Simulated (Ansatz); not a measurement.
A one-shot G0W0 calculation of a 3-atom cell of SnS2 started from a crystallographic database with Ansatz, at the level G0W0@PBE with 736 empty bands, a screening cutoff of 260 eV and a 6×6×4 mesh. Cell and atoms come from a relaxation with r2SCAN+rVV10.

Input (YAML):
```yaml
crystal:
  lattice:
    - [3.660757467, 0.0, 0.0]
    - [-1.8303787335, 3.1703089635, 0.0]
    - [0.0, 0.0, 5.9618049232]
  atoms:
    - { symbol: Sn, position: [0.0, 0.0, 0.0] }
    - { symbol: S, position: [0.3333333333, 0.6666666667, 0.2455903389] }
    - { symbol: S, position: [0.6666666667, 0.3333333333, 0.7544096611] }
kpoints:
  mp_grid: { grid: [6, 6, 4] }
hamiltonian:
  xc: pbe
scf:
  occupations: { method: fixed }
gw:
  n_empty_bands: 736
  ecut_chi: 260
  qp_bands: [v2, c2]
  qp_kpoints: band_edges
  screening: { model: contour_deformation }
```

Question: What wall time did it need on 1 × NVIDIA H100 80GB HBM3 with 2 threads of AMD EPYC 7R13 Processor (Zen 3), with other jobs on the host, load about 1.9 per core, and how much host memory at the peak?

Answer: About 78 s, with a peak of 3.5 GiB.

Question: What will the output look like, and what does it show?

Answer: Main lines of the log:
```
Pseudopotential: Sn, paw, valence charge 14, recommended cutoff 420 eV (normal)
Pseudopotential: S, paw, valence charge 6, recommended cutoff 420 eV (normal)
Functional definition: PBE
Crystal: 3 atoms, lattice volume = 69.191 Å³
Basis set: ecut = 420 eV, 1327 PW (Γ)
Bands: 17, of which v1, the nominal top of the filled ones, is band 13 counted from 1 (12 counted from 0)
Symmetry: 12 space group operations
Space group: P-3m1 (ITA 164)
k-points: 24 of 144
preconditioner: auto → Resta (q_TF=auto, 2.318 Å⁻¹)  ε∞=3.0  [insulator: Δε(μ)=1.499 eV  ℏωp=22.8 eV]
Free energy (F): -7829.424915 eV
Fermi energy:    6.234859 eV
--- Per-component energies (eV) ---
  E_band       = -124.981370
  E_kinetic    = 401.132735
  E_local      = -1635.047348
  E_nonlocal   = 27.063416
  E_hartree    = 863.008623
  E_xc         = -574.914954
  E_vxc        = -269.033478
  E_paw        = -5343.369946
  E_vpaw       = -375.120445
  E_ewald      = -1567.297443
--- Band table (eV; the first three rows and the last of 24) ---
  k-point 0: bands = […, 0.7537, 5.6089, 5.6089, 5.9040, 5.9040, 6.2349, 8.1789, 9.8937, 11.6542, 11.6542]
  k-point 1: bands = […, 1.1670, 5.3099, 5.5681, 5.5681, 5.9657, 5.9657, 8.8220, 9.9294, 11.5402, 11.5402]
  k-point 2: bands = […, 1.7037, 4.4692, 5.5372, 5.5372, 6.0178, 6.0178, 9.2604, 9.9593, 11.4326, 11.4326]
  k-point 23: bands = […, -0.8215, 2.2729, 2.2729, 2.7592, 5.9004, 5.9004, 9.2863, 11.7120, 11.7120, 13.3966]
--- G₀W₀: contour deformation, 7 samples at zero and on the imaginary axis and 2 off it, 144 q-points, 736 empty bands' worth ---
    ik  band        ε_KS         Σx   Σc(E_QP)       V_xc       Z   E_QP_lin       E_QP  E_QP is
     0    12      5.9040   -18.2999     1.6984   -15.8886  0.7332     5.1792     5.1912  root
     0    13      6.2349   -18.4335     1.9437   -15.6928  0.7337     5.4243     5.4378  root
     0    14      8.1789   -11.6507    -3.7630   -15.4374  0.7807     8.2027     8.2026  root
     0    15      9.8937    -7.8489    -4.2673   -12.2045  0.7904     9.9821     9.9820  root
     1    12      5.9657   -18.3344     1.6625   -15.9576  0.7347     5.2399     5.2515  root
     1    13      5.9657   -18.3344     1.6625   -15.9576  0.7347     5.2399     5.2515  root
     1    14      8.8220   -12.1658    -3.8398   -16.0589  0.7700     8.8753     8.8752  root
     1    15      9.9294    -7.9727    -4.2865   -12.3488  0.7897    10.0191    10.0190  root
     2    12      6.0178   -18.3727     1.6354   -16.0232  0.7356     5.2924     5.3037  root
     2    13      6.0178   -18.3727     1.6354   -16.0232  0.7356     5.2924     5.3037  root
     2    14      9.2604   -12.1343    -4.0974   -16.3407  0.7631     9.3695     9.3693  root
     2    15      9.9593    -8.1057    -4.3004   -12.4927  0.7894    10.0459    10.0458  root
     3    12      6.1260   -18.3432     1.6368   -15.9818  0.7365     5.3907     5.4015  root
     3    13      6.1959   -18.3885     1.9420   -15.6520  0.7334     5.3875     5.4014  root
     3    14      9.1087   -12.0411    -4.0279   -16.1892  0.7568     9.2291     9.2288  root
     3    15     10.7115    -8.1047    -4.4659   -12.6747  0.7808    10.8157    10.8156  root
     4    12      5.5985   -18.1096     2.1236   -15.1871  0.7268     4.7808     4.7996  root
     4    13      6.0004   -18.2463     1.7063   -15.8133  0.7344     5.2621     5.2737  root
     4    14      8.9594   -11.6060    -3.9605   -15.6844  0.7611     9.0775     9.0772  root
     4    15     10.9628    -8.3857    -4.5649   -13.0827  0.7736    11.0951    11.0948  root
     5    12      5.1493   -17.7868     2.0292   -15.0103  0.7234     4.3825     4.4021  root
     5    13      5.9977   -18.2098     1.6899   -15.7951  0.7345     5.2613     5.2729  root
     5    14      9.0833   -11.4558    -4.0434   -15.6309  0.7600     9.2153     9.2150  root
     5    15     11.0426    -8.7484    -4.6055   -13.4827  0.7710    11.1715    11.1713  root
     6    12      5.8246   -18.0495     2.0017   -15.2596  0.7304     5.0205     5.0364  root
     6    13      6.1252   -18.3158     1.6230   -15.9696  0.7366     5.3913     5.4020  root
     6    14      9.2554   -11.8471    -4.1244   -16.1104  0.7552     9.3945     9.3942  root
     6    15     10.8234    -8.6025    -4.4982   -13.2004  0.7774    10.9233    10.9231  root
     7    12      5.8308   -17.9785     2.0179   -15.1686  0.7295     5.0224     5.0388  root
     7    13      6.0408   -18.3283     1.6857   -15.9068  0.7353     5.2933     5.3050  root
     7    14      8.3622   -10.7888    -3.8253   -14.7048  0.7677     8.4530     8.4529  root
     7    15     10.9645    -8.1297    -4.5102   -12.7526  0.7799    11.0773    11.0772  root
     8    12      5.4913   -17.9561     2.1895   -14.9670  0.7236     4.6705     4.6917  root
     8    13      5.8835   -18.2028     1.7709   -15.6926  0.7326     5.1315     5.1442  root
     8    14      8.0263   -10.7021    -3.6938   -14.4725  0.7709     8.1029     8.1028  root
     8    15     11.1685    -7.8828    -4.5402   -12.5462  0.7774    11.2918    11.2917  root
  […]
```
Iteration counts and the last digits belong to this one run.

The rows of the band table are 0: (0, 0, 0) = Γ, 1: (0, 0, 1/4), 2: (0, 0, -1/2), 23: (1/3, 1/3, -1/2).

The points are ik 0 = (0, 0, 0) (Γ), ik 1 = (0, 0, 1/4), ik 2 = (0, 0, -1/2), ik 3 = (0, 1/6, 0), ik 4 = (0, 1/6, 1/4), ik 5 = (0, 1/6, -1/2), ik 6 = (0, 1/6, -1/4), ik 7 = (0, 1/3, 0), ik 8 = (0, 1/3, 1/4), ik 9 = (0, 1/3, -1/2), ik 10 = (0, 1/3, -1/4), ik 11 = (0, -1/2, 0); band 13 is the last filled one.

Over the mesh points the PBE gap of 1.50 eV becomes a quasiparticle gap of 2.35 eV (Γ to k = (0, -1/2, 1/4)), a change of +0.85 eV. Renormalisation factors Z lie between 0.71 and 0.79. G0W0 here is at a finite number of bands, screening cutoff and k mesh, not at the basis limit.

(Simulation; spin polarisation is off.)

Spin-orbit coupling is left out, which matters wherever the heavy atoms make up the band edges.
